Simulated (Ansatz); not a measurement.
# SiC: the cost of one run

Program: Ansatz 0.2.0. Level of theory: DFT r2SCAN, scalar-relativistic, plane waves, PAW. These are calculated values, not measurements.

The COD entry's cell or inner coordinates are ideal or old and differ from later refinements, so a difference from it is no clean test against experiment.

**1. Starting point**

It takes space group F-43m (No. 216, cubic). Conventional cell: a = 4.348 Å, b = 4.348 Å, c = 4.348 Å, α = 90.00°, β = 90.00°, γ = 90.00°. Around Si (site symmetry -43m) lie 4 C at 1.88 Å. C (site symmetry -43m) has 4 Si at 1.88 Å as nearest neighbours.

As a file:

```xyz
2
Lattice="0.0000 2.1740 2.1740 2.1740 0.0000 2.1740 2.1740 2.1740 0.0000" Properties=species:S:1:pos:R:3 pbc="T T T"
Si    0.0000    0.0000    0.0000
C     3.2610    3.2610    3.2610
```

The cell is taken as given, not relaxed at this level.

**2. Zero of energy**

The reference gives a free energy of -891.3335 eV, pressure 1.32 GPa, largest force 0.000 eV/Å and gap on the mesh 1.71 eV. It was computed beforehand with the settings of the runs below.

**3. Next: energy and stress against strain**

The cell is strained by ε times the Voigt pattern (0, 0, 0, 0, 1, 0) (xx, yy, zz, yz, xz, xy; engineering shear), with fractional coordinates fixed (clamped ions). The stress on the pattern is the sum of the stress components weighted by it, tension positive.

**4. At ε = -0.0600**

File input.yaml:

```yaml
crystal:
  lattice:
    - [-0.06522, 2.174, 2.174]
    - [2.10878, 0.0, 2.10878]
    - [2.174, 2.174, -0.06522]
  atoms:
    - { symbol: Si, position: [0.0, 0.0, 0.0] }
    - { symbol: C, position: [0.75, 0.75, 0.75] }
basis:
  ecutwfc: 500
kpoints:
  mp_grid: { grid: [12, 12, 12] }
hamiltonian:
  xc: r2scan
scf:
  occupations: { method: gaussian, width: 0.05 }
output:
  forces: true
  stress: true
  eigenvalues: true
  write_density: true
  write_potential: true
  elf: true
  volumetric_format: npy
```

The run is started by

```
$ ansatz run input.yaml --threads 1 --pin off --max-ram 2560MiB --backend cpu --events-out ev --progress --plain --runs-dir out
```

**Question.** How long does this run take on 1 thread of Intel Xeon 6975P-C (Granite Rapids), shared host, and how much memory does it need?

About 6.6 s, with a peak of 0.5 GiB.
